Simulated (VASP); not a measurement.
# ZnSiP2 (I-42d) in VASP: further runs, part 2 of 2

VASP 6.6.1. The steps go on from the part before.

## Step 3: Band structure, RPBE

File POSCAR:

```
ZnSiP2
1.0
   -2.6867032364      2.6867032364      5.2300306318
    2.6867032364     -2.6867032364      5.2300306318
    2.6867032364      2.6867032364     -5.2300306318
Zn P Si
2 4 2
Direct
    0.7500000000      0.2500000000      0.5000000000
    0.0000000000      0.0000000000      0.0000000000
    0.1423012000      0.6250000000      0.0173012000
    0.6076988000      0.1250000000      0.9826988000
    0.8750000000      0.8576988000      0.4826988000
    0.3750000000      0.3923012000      0.5173012000
    0.2500000000      0.7500000000      0.5000000000
    0.5000000000      0.5000000000      0.0000000000
```

File INCAR.step1:

```
  ALGO = Normal
  EDIFF = 1E-7
  ENCUT = 520
  GGA = RP
  ISIF = 2
  ISMEAR = -1
  LASPH = T
  LCHARG = T
  LREAL = F
  LWAVE = F
  NELM = 100
  PREC = Accurate
  SIGMA = 0.05
```

File KPOINTS.step1:

```
k-points
0
Gamma
  5 5 5
```

File INCAR.step2:

```
  ALGO = Normal
  EDIFF = 1E-7
  ENCUT = 520
  GGA = RP
  ICHARG = 11
  ISIF = 2
  ISMEAR = 0
  LASPH = T
  LCHARG = F
  LREAL = F
  LWAVE = F
  NELM = 100
  PREC = Accurate
  SIGMA = 0.05
```

File KPOINTS.step2:

```
path GXYSGZS1NPY1Z,XP
20
line-mode
reciprocal
 0.0000000000  0.0000000000  0.0000000000  G
 0.0000000000  0.0000000000  0.5000000000  X

 0.0000000000  0.0000000000  0.5000000000  X
-0.1319474302  0.1319474302  0.5000000000  Y

-0.1319474302  0.1319474302  0.5000000000  Y
-0.3159737151  0.3159737151  0.3159737151  S

-0.3159737151  0.3159737151  0.3159737151  S
 0.0000000000  0.0000000000  0.0000000000  G

 0.0000000000  0.0000000000  0.0000000000  G
 0.5000000000  0.5000000000 -0.5000000000  Z

 0.5000000000  0.5000000000 -0.5000000000  Z
 0.3159737151  0.6840262849 -0.3159737151  S1

 0.3159737151  0.6840262849 -0.3159737151  S1
 0.0000000000  0.5000000000  0.0000000000  N

 0.0000000000  0.5000000000  0.0000000000  N
 0.2500000000  0.2500000000  0.2500000000  P

 0.2500000000  0.2500000000  0.2500000000  P
 0.5000000000  0.5000000000 -0.1319474302  Y1

 0.5000000000  0.5000000000 -0.1319474302  Y1
 0.5000000000  0.5000000000 -0.5000000000  Z

 0.0000000000  0.0000000000  0.5000000000  X
 0.2500000000  0.2500000000  0.2500000000  P
```

Potentials or basis: VASP PAW PBE potentials, release 64 (Zn, P, Si).

Started as:

```console
$ cat potpaw_PBE.64/Zn/POTCAR potpaw_PBE.64/P/POTCAR potpaw_PBE.64/Si/POTCAR > POTCAR
$ cp INCAR.step1 INCAR
$ cp KPOINTS.step1 KPOINTS
$ mpirun -np 1 vasp_std > vasp.out
$ cp INCAR.step2 INCAR
$ cp KPOINTS.step2 KPOINTS
$ mpirun -np 1 vasp_std > vasp.out
```

It took 12 min on 1 thread of Intel Xeon Platinum 8259CL at 2.50GHz (Skylake/Cascade Lake), shared host; peak memory 0.96 GiB.

It converged, with:

- Band gap on the k mesh: 1.38 eV, direct
- Band gap along the path: 1.38 eV, direct

Levels at the corners of the path, in eV from the valence-band top:
```
point  band 23  band 24  band 25  band 26  band 27  band 28  band 29  band 30
    Γ    -2.33    -0.13    -0.13     0.00     1.38     1.96     2.76     3.33
    X    -1.03    -1.03    -0.55    -0.55     2.07     2.07     3.21     3.21
    X    -1.03    -1.03    -0.55    -0.55     2.07     2.07     3.21     3.21
    Y    -1.14    -1.14    -0.89    -0.89     2.38     2.38     3.56     3.56
    Y    -1.14    -1.14    -0.89    -0.89     2.38     2.38     3.56     3.56
    S    -2.20    -2.01    -1.01    -0.58     1.71     2.91     3.02     3.19
    S    -2.20    -2.01    -1.01    -0.58     1.71     2.91     3.02     3.19
    Γ    -2.33    -0.13    -0.13     0.00     1.38     1.96     2.76     3.33
    Γ    -2.33    -0.13    -0.13     0.00     1.38     1.96     2.76     3.33
    Z    -1.88    -1.88    -1.11    -1.11     1.59     1.59     1.78     1.78
    Z    -1.88    -1.88    -1.11    -1.11     1.59     1.59     1.78     1.78
   S1    -2.20    -2.01    -1.01    -0.58     1.71     2.91     3.02     3.19
   S1    -2.20    -2.01    -1.01    -0.58     1.71     2.91     3.02     3.19
    N    -2.15    -1.74    -1.44    -0.78     2.79     2.91     3.03     4.28
    N    -2.15    -1.74    -1.44    -0.78     2.79     2.91     3.03     4.28
    P    -1.05    -1.05    -0.89    -0.89     2.76     2.76     3.04     3.04
    P    -1.05    -1.05    -0.89    -0.89     2.76     2.76     3.04     3.04
   Y1    -1.14    -1.14    -0.89    -0.89     2.38     2.38     3.56     3.56
   Y1    -1.14    -1.14    -0.89    -0.89     2.38     2.38     3.56     3.56
    Z    -1.88    -1.88    -1.11    -1.11     1.59     1.59     1.78     1.78
    X    -1.03    -1.03    -0.55    -0.55     2.07     2.07     3.21     3.21
    P    -1.05    -1.05    -0.89    -0.89     2.76     2.76     3.04     3.04
```

Caveat: the log is that of the step along the path at fixed density, whose energy, stress, charges and moments have no meaning. A hybrid or GW would open this gap; RPBE tends to underestimate it.

## Step 4: Band structure, revPBE

POSCAR is that of step 3.

Edit INCAR.step1 of step 3 so:

```diff
@@ -3,3 +3,3 @@
   ENCUT = 520
-  GGA = RP
+  GGA = RE
   ISIF = 2
```

KPOINTS.step1 is that of step 3.

Edit INCAR.step2 of step 3 so:

```diff
@@ -3,3 +3,3 @@
   ENCUT = 520
-  GGA = RP
+  GGA = RE
   ICHARG = 11
```

KPOINTS.step2 is that of step 3.

Started as:

```console
$ cat potpaw_PBE.64/Zn/POTCAR potpaw_PBE.64/P/POTCAR potpaw_PBE.64/Si/POTCAR > POTCAR
$ cp INCAR.step1 INCAR
$ cp KPOINTS.step1 KPOINTS
$ mpirun -np 1 vasp_std > vasp.out
$ cp INCAR.step2 INCAR
$ cp KPOINTS.step2 KPOINTS
$ mpirun -np 1 vasp_std > vasp.out
```

It took 12 min on 1 thread of Intel Xeon Platinum 8259CL at 2.50GHz (Skylake/Cascade Lake), shared host; peak memory 0.95 GiB.

The run converged. Its results:

| Item | Value |
| --- | --- |
| Band gap on the k mesh | 1.36 eV, direct |
| Band gap along the path | 1.36 eV, direct |

Levels at the corners of the path, in eV from the valence-band top:
| point | band 24 | band 25 | band 26 | band 27 | band 28 | band 29 |
| --- | --- | --- | --- | --- | --- | --- |
| Γ | -0.13 | -0.13 | 0.00 | 1.36 | 1.94 | 2.73 |
| X | -1.03 | -0.55 | -0.55 | 2.06 | 2.06 | 3.20 |
| X | -1.03 | -0.55 | -0.55 | 2.06 | 2.06 | 3.20 |
| Y | -1.14 | -0.89 | -0.89 | 2.37 | 2.37 | 3.55 |
| Y | -1.14 | -0.89 | -0.89 | 2.37 | 2.37 | 3.55 |
| S | -2.02 | -1.01 | -0.58 | 1.69 | 2.90 | 3.01 |
| S | -2.02 | -1.01 | -0.58 | 1.69 | 2.90 | 3.01 |
| Γ | -0.13 | -0.13 | 0.00 | 1.36 | 1.94 | 2.73 |
| Γ | -0.13 | -0.13 | 0.00 | 1.36 | 1.94 | 2.73 |
| Z | -1.88 | -1.11 | -1.11 | 1.57 | 1.57 | 1.76 |
| Z | -1.88 | -1.11 | -1.11 | 1.57 | 1.57 | 1.76 |
| S1 | -2.02 | -1.01 | -0.58 | 1.69 | 2.90 | 3.01 |
| S1 | -2.02 | -1.01 | -0.58 | 1.69 | 2.90 | 3.01 |
| N | -1.75 | -1.44 | -0.78 | 2.78 | 2.90 | 3.02 |
| N | -1.75 | -1.44 | -0.78 | 2.78 | 2.90 | 3.02 |
| P | -1.05 | -0.89 | -0.89 | 2.75 | 2.75 | 3.03 |
| P | -1.05 | -0.89 | -0.89 | 2.75 | 2.75 | 3.03 |
| Y1 | -1.14 | -0.89 | -0.89 | 2.37 | 2.37 | 3.55 |
| Y1 | -1.14 | -0.89 | -0.89 | 2.37 | 2.37 | 3.55 |
| Z | -1.88 | -1.11 | -1.11 | 1.57 | 1.57 | 1.76 |
| X | -1.03 | -0.55 | -0.55 | 2.06 | 2.06 | 3.20 |
| P | -1.05 | -0.89 | -0.89 | 2.75 | 2.75 | 3.03 |

Caveat: the log is that of the step along the path at fixed density, whose energy, stress, charges and moments have no meaning. Expect the measured gap to be larger: semilocal functionals such as revPBE lack the derivative discontinuity.

## Step 5: Band structure, BLYP

POSCAR is that of step 4.

Edit INCAR.step1 of step 4 so:

```diff
@@ -1 +1,5 @@
+  AGGAC = 1.0
+  AGGAX = 1.0
+  ALDAC = 0.0
+  ALDAX = 1.0
   ALGO = Normal
@@ -3,3 +7,3 @@
   ENCUT = 520
-  GGA = RE
+  GGA = B5
   ISIF = 2
```

KPOINTS.step1 is that of step 4.

Edit INCAR.step2 of step 4 so:

```diff
@@ -1 +1,5 @@
+  AGGAC = 1.0
+  AGGAX = 1.0
+  ALDAC = 0.0
+  ALDAX = 1.0
   ALGO = Normal
@@ -3,3 +7,3 @@
   ENCUT = 520
-  GGA = RE
+  GGA = B5
   ICHARG = 11
```

KPOINTS.step2 is that of step 4.

Started as:

```console
$ cat potpaw_PBE.64/Zn/POTCAR potpaw_PBE.64/P/POTCAR potpaw_PBE.64/Si/POTCAR > POTCAR
$ cp INCAR.step1 INCAR
$ cp KPOINTS.step1 KPOINTS
$ mpirun -np 1 vasp_std > vasp.out
$ cp INCAR.step2 INCAR
$ cp KPOINTS.step2 KPOINTS
$ mpirun -np 1 vasp_std > vasp.out
```

It took 13 min on 1 thread of Intel Xeon Platinum 8259CL at 2.50GHz (Skylake/Cascade Lake), shared host; peak memory 0.95 GiB.

It converged, with:

```yaml
Band_gap_on_the_k_mesh: 1.52 eV, direct
Band_gap_along_the_path: 1.52 eV, direct
```

Levels at the corners of the path, in eV from the valence-band top:
| point | band 24 | band 25 | band 26 | band 27 | band 28 | band 29 |
| --- | --- | --- | --- | --- | --- | --- |
| Γ | -0.13 | -0.13 | 0.00 | 1.52 | 2.03 | 2.62 |
| X | -1.02 | -0.53 | -0.53 | 2.05 | 2.05 | 3.26 |
| X | -1.02 | -0.53 | -0.53 | 2.05 | 2.05 | 3.26 |
| Y | -1.12 | -0.87 | -0.87 | 2.37 | 2.37 | 3.64 |
| Y | -1.12 | -0.87 | -0.87 | 2.37 | 2.37 | 3.64 |
| S | -1.97 | -0.99 | -0.56 | 1.81 | 2.97 | 3.12 |
| S | -1.97 | -0.99 | -0.56 | 1.81 | 2.97 | 3.12 |
| Γ | -0.13 | -0.13 | 0.00 | 1.52 | 2.03 | 2.62 |
| Γ | -0.13 | -0.13 | 0.00 | 1.52 | 2.03 | 2.62 |
| Z | -1.85 | -1.08 | -1.08 | 1.72 | 1.72 | 1.87 |
| Z | -1.85 | -1.08 | -1.08 | 1.72 | 1.72 | 1.87 |
| S1 | -1.97 | -0.99 | -0.56 | 1.81 | 2.97 | 3.12 |
| S1 | -1.97 | -0.99 | -0.56 | 1.81 | 2.97 | 3.12 |
| N | -1.71 | -1.42 | -0.74 | 2.87 | 3.00 | 3.05 |
| N | -1.71 | -1.42 | -0.74 | 2.87 | 3.00 | 3.05 |
| P | -1.03 | -0.88 | -0.88 | 2.76 | 2.76 | 3.04 |
| P | -1.03 | -0.88 | -0.88 | 2.76 | 2.76 | 3.04 |
| Y1 | -1.12 | -0.87 | -0.87 | 2.37 | 2.37 | 3.64 |
| Y1 | -1.12 | -0.87 | -0.87 | 2.37 | 2.37 | 3.64 |
| Z | -1.85 | -1.08 | -1.08 | 1.72 | 1.72 | 1.87 |
| X | -1.02 | -0.53 | -0.53 | 2.05 | 2.05 | 3.26 |
| P | -1.03 | -0.88 | -0.88 | 2.76 | 2.76 | 3.04 |

Caveat: the log is that of the step along the path at fixed density, whose energy, stress, charges and moments have no meaning. BLYP gaps usually lie below the measured ones, often by a third to a half.

## Step 6: Overview

```csv
level,gap on the mesh (eV)
PBEsol,1.19
RPBE,1.38
revPBE,1.36
BLYP,1.52
```

Alike in all rows: task band structure; potentials or basis VASP PAW PBE potentials, release 64 (Zn, P, Si); no spin polarisation; cell as given; k mesh 5 × 5 × 5; cutoff (eV) 520; smearing fermi-dirac 0.05 eV.

On the cell as given the gap runs from 1.19 eV (PBEsol) to 1.52 eV (BLYP).

Total energies depend on the potentials used, so only differences within one code and one set of settings carry meaning.
